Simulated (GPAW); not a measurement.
# RbBr: optical spectrum from first principles

Aim: the dielectric function of RbBr, and the optical constants that follow from it. The cell comes from an older database entry, whose edges can differ from later determinations, mostly by under a per cent.

Main program and level: GPAW 26.7.0; DFT, PBE, plane-wave PAW (GPAW data sets), scalar-relativistic, RPA, optical limit.

The database entry behind the starting cell differs from later determinations by our own check (about 0.5 % short), so it need not match the best structure at ambient conditions.

### Step 1. The starting structure

The structure is cubic, space group Fm-3m (No. 225). The conventional cell has a = 6.854 Å, b = 6.854 Å, c = 6.854 Å, α = 90.00°, β = 90.00°, γ = 90.00°. Rb has 6 Br at 3.43 Å nearest. Nearest to Br lie 6 Rb at 3.43 Å. Farther neighbours and most contacts between anions are not listed.

### Step 2. Ground state

First the ground state: is it a metal or has it a gap?

This step: DFT, PBE, plane-wave PAW (GPAW data sets), scalar-relativistic, ground state (GPAW 26.7.0).

gs.py

```python
from ase import Atoms
from ase.dft.bandgap import bandgap
from gpaw import GPAW, PW, FermiDirac

atoms = Atoms(['Rb', 'Br'],
              cell=[[0.000000000000, 3.427000000000, 3.427000000000],
                    [3.427000000000, 0.000000000000, 3.427000000000],
                    [3.427000000000, 3.427000000000, 0.000000000000]],
              scaled_positions=[[0.000000000000, 0.000000000000, 0.000000000000],
                                [0.500000000000, 0.500000000000, 0.500000000000]],
              pbc=[True, True, True])
atoms.calc = GPAW(mode=PW(500), xc='PBE', kpts={'size': (6, 6, 6), 'gamma': True},
                  occupations=FermiDirac(0.05), maxiter=150, txt='gs.txt')
print('energy (eV)', atoms.get_potential_energy())
print('Fermi level (eV)', atoms.calc.get_fermi_level())
print('valence electrons', atoms.calc.get_number_of_electrons())
print('gap (eV)', bandgap(atoms.calc, output=None)[0])
print('direct gap (eV)', bandgap(atoms.calc, direct=True, output=None)[0])
atoms.calc.write('gs.gpw')
```

The run is started by

```sh
OMP_NUM_THREADS=1 python gs.py
```

Numbers of over 12 decimals in the logs are rounded to 6 here.

Output:

```text
__  _  _
 | _ |_)|_||  |
 |__||  | ||/\| - 26.7.0

Versions:
  Python: 3.12.14
  ASE:    3.29.0
  Numpy:  2.5.5
  Scipy:  1.18.1
  Libxc:  7.0.0

Input parameters:
  mode=PW(ecut=500.0),
  kpts=MonkhorstPack(size=(6, 6, 6), gamma=True),
  maxiter=150,
  occupations=Occupations(name='fermi-dirac', width=0.05, fixmagmom=False),
  xc=XC(name='PBE')

Diagonalizing LCAO Hamiltonian
Converting LCAO to pw mode

                  Br

       Rb

Atoms  # Å, Bohr magnetons
|   | symbol |        x |        y |        z |    initial magnetic moments |
| 0 |     Rb | 0.000000 | 0.000000 | 0.000000 | ( 0.0000,  0.0000,  0.0000) |
| 1 |     Br | 3.427000 | 3.427000 | 3.427000 | ( 0.0000,  0.0000,  0.0000) |

Unit cell  # Å
| periodic |        x |        y |        z |  lengths |    angles |
|      yes | 0.000000 | 3.427000 | 3.427000 | 4.846510 | 60.000000 |
|      yes | 3.427000 | 0.000000 | 3.427000 | 4.846510 | 60.000000 |
|      yes | 3.427000 | 3.427000 | 0.000000 | 4.846510 | 60.000000 |

Number of symmetries: 48
Symmetry operations  # r_c * U_cc + t_c -> r_c
|    | kind |            matrix            |
|  0 |  σ   |  1, 0, 0,  1, 0,-1,  1,-1, 0 |
|  1 |  C2  |  1, 0, 0,  1,-1, 0,  1, 0,-1 |
|  2 |  E   |  1, 0, 0,  0, 1, 0,  0, 0, 1 |
|  3 |  σ   |  1, 0, 0,  0, 0, 1,  0, 1, 0 |
|  4 |  C4  |  1, 0,-1,  1, 0, 0,  1,-1, 0 |
|  5 |  S6  |  1, 0,-1,  1,-1, 0,  1, 0, 0 |
|  6 |  σ   |  1, 0,-1,  0, 1,-1,  0, 0,-1 |
|  7 |  C3  |  1, 0,-1,  0, 0,-1,  0, 1,-1 |
|  8 |  S6  |  1,-1, 0,  1, 0, 0,  1, 0,-1 |
|  9 |  C4  |  1,-1, 0,  1, 0,-1,  1, 0, 0 |
| 10 |  C3  |  1,-1, 0,  0,-1, 1,  0,-1, 0 |
| 11 |  σ   |  1,-1, 0,  0,-1, 0,  0,-1, 1 |
| 12 |  σ   |  0, 1, 0,  1, 0, 0,  0, 0, 1 |
| 13 |  C4  |  0, 1, 0,  0, 1,-1, -1, 1, 0 |
| 14 |  C3  |  0, 1, 0,  0, 0, 1,  1, 0, 0 |
| 15 |  S6  |  0, 1, 0, -1, 1, 0,  0, 1,-1 |
| 16 |  C2  |  0, 1,-1,  1, 0,-1,  0, 0,-1 |
| 17 |  σ   |  0, 1,-1,  0, 1, 0, -1, 1, 0 |
| 18 |  S4  |  0, 1,-1,  0, 0,-1,  1, 0,-1 |
| 19 |  C4  |  0, 1,-1, -1, 1, 0,  0, 1, 0 |
| 20 |  C3  |  0, 0, 1,  1, 0, 0,  0, 1, 0 |
| 21 |  σ   |  0, 0, 1,  0, 1, 0,  1, 0, 0 |
| 22 |  S6  |  0, 0, 1,  0,-1, 1, -1, 0, 1 |
| 23 |  C4  |  0, 0, 1, -1, 0, 1,  0,-1, 1 |
| 24 |  S4  |  0, 0,-1,  1, 0,-1,  0, 1,-1 |
| 25 |  C3  |  0, 0,-1,  0, 1,-1,  1, 0,-1 |
| 26 |  C2  |  0, 0,-1,  0,-1, 0, -1, 0, 0 |
| 27 |  S6  |  0, 0,-1, -1, 0, 0,  0,-1, 0 |
| 28 |  S4  |  0,-1, 1,  1,-1, 0,  0,-1, 0 |
| 29 |  C4  |  0,-1, 1,  0, 0, 1, -1, 0, 1 |
| 30 |  C2  |  0,-1, 1,  0,-1, 0,  1,-1, 0 |
| 31 |  σ   |  0,-1, 1, -1, 0, 1,  0, 0, 1 |
| 32 |  C3  |  0,-1, 0,  1,-1, 0,  0,-1, 1 |
| 33 |  S6  |  0,-1, 0,  0, 0,-1, -1, 0, 0 |
| 34 |  S4  |  0,-1, 0,  0,-1, 1,  1,-1, 0 |
| 35 |  C2  |  0,-1, 0, -1, 0, 0,  0, 0,-1 |
| 36 |  C2  | -1, 1, 0,  0, 1, 0,  0, 1,-1 |
| 37 |  S6  | -1, 1, 0,  0, 1,-1,  0, 1, 0 |
| 38 |  S4  | -1, 1, 0, -1, 0, 1, -1, 0, 0 |
| 39 |  C3  | -1, 1, 0, -1, 0, 0, -1, 0, 1 |
| 40 |  S6  | -1, 0, 1,  0, 0, 1,  0,-1, 1 |
| 41 |  C2  | -1, 0, 1,  0,-1, 1,  0, 0, 1 |
| 42 |  C3  | -1, 0, 1, -1, 1, 0, -1, 0, 0 |
| 43 |  S4  | -1, 0, 1, -1, 0, 0, -1, 1, 0 |
| 44 |  C2  | -1, 0, 0,  0, 0,-1,  0,-1, 0 |
| 45 |  i   | -1, 0, 0,  0,-1, 0,  0, 0,-1 |
| 46 |  σ   | -1, 0, 0, -1, 1, 0, -1, 0, 1 |
| 47 |  C2  | -1, 0, 0, -1, 0, 1, -1, 1, 0 |

BZ-sampling:
  Number of BZ points: 216
  Number of IBZ points: 16

  Monkhorst-Pack size: [6, 6, 6]
  Monkhorst-Pack shift: [0.083333, 0.083333, 0.083333]

K-points  # in reciprocal-cell coordinates
|     |                                coordinates |     weight |
|   0 | (  0.00000000,   0.00000000,   0.00000000) | 0.00462963 |
|   1 | (  0.16666667,   0.16666667,   0.00000000) | 0.02777778 |
|   2 | (  0.16666667,   0.16666667,   0.16666667) | 0.03703704 |
|   3 | (  0.33333333,   0.16666667,   0.16666667) | 0.05555556 |
|   4 | (  0.33333333,   0.33333333,  -0.33333333) | 0.05555556 |
|   5 | (  0.33333333,   0.33333333,   0.00000000) | 0.02777778 |
|   6 | (  0.33333333,   0.33333333,   0.16666667) | 0.11111111 |
|   7 | (  0.33333333,   0.33333333,   0.33333333) | 0.03703704 |
|   8 | (  0.50000000,   0.33333333,  -0.33333333) | 0.11111111 |
|   9 | (  0.50000000,   0.33333333,  -0.16666667) | 0.05555556 |
| ... |                                            |            |
|  15 | (  0.50000000,   0.50000000,   0.50000000) | 0.01851852 |

Plane wave coefficients: 2085
Cutoff: 500.0 eV

Spin-components: 1 (collinear spins)
Bands:           9
Projectors:      10
Spin-degeneracy: 2
Datatype:        complex128

Parallelization:
  kpt:    1
  domain: 1
  band:   1

Density:
  Valence electrons: 16.0
  Components: 1
  Grid points: [25 25 25]
  Charge: 0.0  # |e|

Potential:
  Grid points: [25 25 25]

species:
  Rb:
    name:    Rubidium
    id:
    Z:       37.0
    valence: 9
    core:    28
    charge:  0.0  # [|e|]
    compensation charges:
      type: gauss
      rc: 0.38  # [Å]
      lmax: 2
    cutoffs:
      filter: 2.43  # [Å]
      core: 1.99  # [Å]
    projectors
    | kind |    occ | energy [eV] | rcut [Å] |
    |   4s |  2.000 |     -31.879 |    1.376 |
    |   5s |  1.000 |      -2.231 |    1.376 |
    |   4p |  6.000 |     -15.966 |    1.270 |
    |    p |        |      11.245 |    1.270 |
    |    d |        |       0.000 |    1.217 |

    Using partial waves for Rb as LCAO basis

  Br:
    name:    Bromine
    id:
    Z:       35.0
    valence: 7
    core:    28
    charge:  0.0  # [|e|]
    compensation charges:
      type: gauss
      rc: 0.35  # [Å]
      lmax: 2
    cutoffs:
      filter: 1.98  # [Å]
      core: 2.38  # [Å]
    projectors
    | kind |    occ | energy [eV] | rcut [Å] |
    |   4s |  2.000 |     -20.121 |    1.111 |
    |   4p |  5.000 |      -7.861 |    1.111 |
    |    s |        |       7.091 |    1.111 |
    |    p |        |      19.351 |    1.111 |
    |    d |        |       0.000 |    1.111 |

    Using partial waves for Br as LCAO basis

Reference energy: -152005.600152  # eV

eigensolver:
  PPCG
  Converge bands: occupied
  niter=2

density mixing:
  MSR1-Mixer
  Pratt-step length: 0.05
  Maximum mixing coefficient: 0.75
  Old densities: 10
  SVD Regularization: 0.005
  Good broyden scale: 1.0
  Trust region scale: 1.0
  Backstep threshold: 4.0
  History deletion threshold: 6.0
  Fourier metric: weight=20.0, sigma=0.015

occupation numbers:
  Fermi-Dirac:
    width: 0.0500  # eV

poisson solver:
  ecut: 4000.0  # eV

xc functional:
  name: PBE with 2 nearest neighbor stencil

convergence criteria:
- Maximum [total energy] change in last 3 cyles: 0.0005 eV / valence electron
- Maximum integral of absolute [dens]ity change: 0.0001 electrons / valence electron
- Maximum integral of absolute [eigenst]ate change: 4e-08 eV^2 / valence electron
maximum number of iterations: 150

SCF iterations
|iter     |      energy | eigst |  dens |
|iter:   1||   -6.190132 | -1.03 |       |
|iter:   2||   -6.159427 | -2.98 | -1.28 |
|iter:   3||   -6.041248 | -1.82 | -1.32 |
|iter:   4||   -6.046292 | -3.35 | -1.73 |
|iter:   5||   -6.048914c| -4.20 | -2.12 |
|iter:   6||   -6.049044c| -5.49 | -2.95 |
|iter:   7||   -6.049059c| -6.37 | -3.44 |
|iter:   8||   -6.049060c| -7.59c| -4.30c|

Converged in 8 steps
SCF loop duration: 3.290 s (0.411 s/step)
Energy contributions relative to reference atoms: (reference = -152005.600152)

Energy contributions:
  Kinetic:          10.305546
  Coulomb:          -9.669399
  Zero:             -0.053958
  External:          0.000000
  Xc:               -6.631248
  Entropy:          -0.000000
  Spinorbit:         0.000000
  ----------------------------
  Free energy:      -6.049060
  Extrapolated:     -6.049060

dipole moment: (-26.243255, -26.243255, -26.243255)  # |e|*Ang

Fermi level: 1.657
Eigenvalues  # (at kpt = [0.000, 0.000, 0.000])
| band index |      eig [eV] | occ [0-2] |
|          0 |       -24.489 |     2.000 |
|          1 |       -12.251 |     2.000 |
|          2 |        -8.578 |     2.000 |
|          3 |        -8.578 |     2.000 |
|          4 |        -8.578 |     2.000 |
|          5 |        -0.082 |     2.000 |
|          6 |        -0.082 |     2.000 |
|          7 |        -0.082 |     2.000 |
|          8 |         4.285 |     0.000 |

Gap: 4.368 eV
Transition (v -> c):
  (s=0, k=0, n=7, [0.00, 0.00, 0.00]) -> (s=0, k=0, n=8, [0.00, 0.00, 0.00])
No difference between direct/indirect transitions

--- standard output ---
energy (eV) -6.049060
Fermi level (eV) 1.657149
valence electrons 16.0
gap (eV) 4.367743
direct gap (eV) 4.367743
```

The job ended after 4.5 s (1 thread of Arm Neoverse V2, shared host; peak memory 0.15 GiB).

Read-outs, printed or worked out from the files:

| Property | Result |
| --- | --- |
| energy | -6.049 eV |
| Fermi energy | 1.657 eV |
| gap on the k-mesh | 4.368 eV |
| direct gap on the mesh | 4.368 eV |
| electrons | 16 |

There is a gap, 4.37 eV on this mesh (points off the mesh can give less), so no carriers' term is needed.

### Step 3. Bands for the response

At the fixed density, many empty bands are solved on the mesh of the response, since the spectrum sums over them.

This step: DFT, PBE, plane-wave PAW (GPAW data sets), scalar-relativistic, bands at fixed density (GPAW 26.7.0).

nscf.py

```python
from ase.dft.bandgap import bandgap
from gpaw import GPAW, FermiDirac

calc = GPAW('gs.gpw').fixed_density(kpts={'size': (9, 9, 9), 'gamma': True}, nbands=53, convergence={'bands': 47},
                                    occupations=FermiDirac(0.001), txt='nscf.txt')
print('gap (eV)', bandgap(calc, output=None)[0])
print('direct gap (eV)', bandgap(calc, direct=True, output=None)[0])
print('top band over the Fermi level (eV)', min(calc.get_eigenvalues(kpt=k)[46] for k in range(len(calc.get_ibz_k_points()))) - calc.get_fermi_level())
calc.write('full.gpw', mode='all')
```

The run is started by

```sh
OMP_NUM_THREADS=1 python nscf.py
```

Output:

```text
Diagonalizing LCAO Hamiltonian
Converting LCAO to pw mode
convergence criteria:
- Maximum integral of absolute [eigenst]ate change: 4e-08 eV^2 / valence electron
maximum number of iterations: 150

SCF iterations
|iter     |      energy | eigst |  dens |
|iter:   1||             | +3.87 |       |
|iter:   2||             | +2.53 |       |
|iter:   3||             | +1.48 |       |
|iter:   4||             | +0.08 |       |
|iter:   5||             | -1.10 |       |
|iter:   6||             | -2.14 |       |
|iter:   7||             | -3.01 |       |
|iter:   8||             | -3.96 |       |
|iter:   9||             | -4.82 |       |
|iter:  10||             | -5.78 |       |
|iter:  11||             | -6.59 |       |
|iter:  12||             | -7.28 |       |
|iter:  13||             | -7.63c|       |
SCF steps: 13
  __  _  _
 | _ |_)|_||  |
 |__||  | ||/\| - 26.7.0

Versions:
  Python: 3.12.14
  ASE:    3.29.0
  Numpy:  2.5.5
  Scipy:  1.18.1
  Libxc:  7.0.0

Input parameters:
  mode=PW(ecut=500.0),
  convergence={'bands': 47},
  gpts=array([25, 25, 25]),
  kpts=MonkhorstPack(size=(9, 9, 9), gamma=True),
  maxiter=150,
  nbands=53,
  occupations=Occupations(name='fermi-dirac', width=0.001, fixmagmom=False),
  parallel={},
  xc=XC(name='PBE')

--- standard output ---
gap (eV) 4.367743
direct gap (eV) 4.367743
top band over the Fermi level (eV) 30.431814
```

Run time: 60 s. Hardware: 1 thread; peak memory 0.22 GiB.

### Step 4. Dielectric function, RPA

Local fields let the induced charge screen the field inside the cell, which as a rule lowers ε, most along directions where the density is uneven.

This step: DFT, PBE, plane-wave PAW (GPAW data sets), scalar-relativistic, RPA, optical limit (GPAW 26.7.0).

df.py

```python
from gpaw.response.df import DielectricFunction

df = DielectricFunction('full.gpw', frequencies={'type': 'nonlinear', 'domega0': 0.03, 'omega2': 8},
                        ecut=60,
                        eta=0.15,
                        nbands=47,
                        txt='df.txt')
for direction in ['x']:
    df.get_dielectric_function(xc='RPA', direction=direction, filename=f'df_{direction}.csv')
```

The run is started by

```sh
OMP_NUM_THREADS=1 python df.py
```

Output:

```text
Using integrator: PointIntegrator
NonLinearFrequencyDescriptor(from 0.000 to 59.990 eV, 488 points)
Nonperiodic BCs:  [False False False]
Using integrator: PointIntegrator
NonLinearFrequencyDescriptor(from 0.000 to 59.990 eV, 488 points)
Nonperiodic BCs:  [False False False]

Calculating chi0 body with:
    Ground state adapter containing:
    Number of spins: 1
    Number of kpoints: 729
    Number of irreducible kpoints: 35
    Number of completely occupied states: 8
    Number of partially occupied states: 8

    Linear response parametrization:
    q_c: [0.0, 0.0, 0.0]
    Number of frequency points: 488
    Planewave cutoff: 60.0
    Number of bands: 47
    Number of planewaves: 65
    Broadening (eta): 0.15

Integrating chi0 body.

Symmetries of q_c:
    Direct symmetries (Uq -> q): 48
    Indirect symmetries (TUq -> q): 0
In total 48 allowed symmetries.

35 groups of equivalent kpoints. 95.198903% reduction.

Integral kind: spectral function

Calculating chi0 optical extensions with:
    Ground state adapter containing:
    Number of spins: 1
    Number of kpoints: 729
    Number of irreducible kpoints: 35
    Number of completely occupied states: 8
    Number of partially occupied states: 8

    Linear response parametrization:
    Number of frequency points: 488
    Planewave cutoff: 60.0
    Number of bands: 47
    Number of planewaves: 65
    Broadening (eta): 0.15
Integrating chi0 head and wings.

Symmetries of q_c:
    Direct symmetries (Uq -> q): 48
    Indirect symmetries (TUq -> q): 0
In total 48 allowed symmetries.

35 groups of equivalent kpoints. 95.198903% reduction.

Integral kind: spectral function wings
```

The job ended after 8.3 s (1 thread; peak memory 0.3 GiB).

This step gave:

```
electronic dielectric constant ε∞, mean over x, y and z (by symmetry where fewer were run) : 2.352
main peak of Im epsilon, first axis                                                        : 7.252 eV
```

Some rows of df_x.csv (energy; Re and Im without local fields; Re and Im with them):

```text
0.000000, 2.811436, 0.000000, 2.351802, 0.000000
0.555532, 2.819198, 0.004226, 2.357265, 0.002975
1.143969, 2.845045, 0.009079, 2.375466, 0.006395
1.768324, 2.895018, 0.015223, 2.410694, 0.010742
2.431988, 2.980428, 0.024044, 2.471066, 0.017033
3.138794, 3.125400, 0.039302, 2.574216, 0.028128
3.893091, 3.399556, 0.079521, 2.773260, 0.059053
4.699832, 3.903300, 0.588764, 3.135749, 0.490781
5.564682, 4.045896, 1.000058, 3.059876, 0.767825
6.494155, 4.064907, 2.419877, 3.115925, 1.451825
7.495775, 1.945270, 2.745701, 1.748732, 2.071468
8.578281, 2.878974, 2.457347, 2.162597, 1.218412
9.751884, 0.076740, 3.286336, 1.549427, 2.593005
11.028587, 0.391350, 0.946476, 0.355850, 1.188170
12.422601, 1.130113, 1.040478, 0.914385, 0.739914
13.950874, 2.170004, 1.118450, 1.309797, 0.383727
15.633783, 0.441687, 1.581936, 1.445533, 1.320854
17.496047, 0.927573, 2.169362, 0.923234, 0.896917
19.567954, 0.126712, 1.669555, 0.925549, 0.752400
```

(Part 1 of 2 ends here.)

[Machine, clock and banner lines and Python warnings are left out of the logs.]

[Logs are printed without paths, hosts, clocks, repeated set-up lines and the standing remarks that a program may print on its own settings, such as how far it seeks lower states.]

[Hosts, paths, dates, database ids (printed as entryN), source tags and the programs' standing remarks are cut or masked in the printed files.]
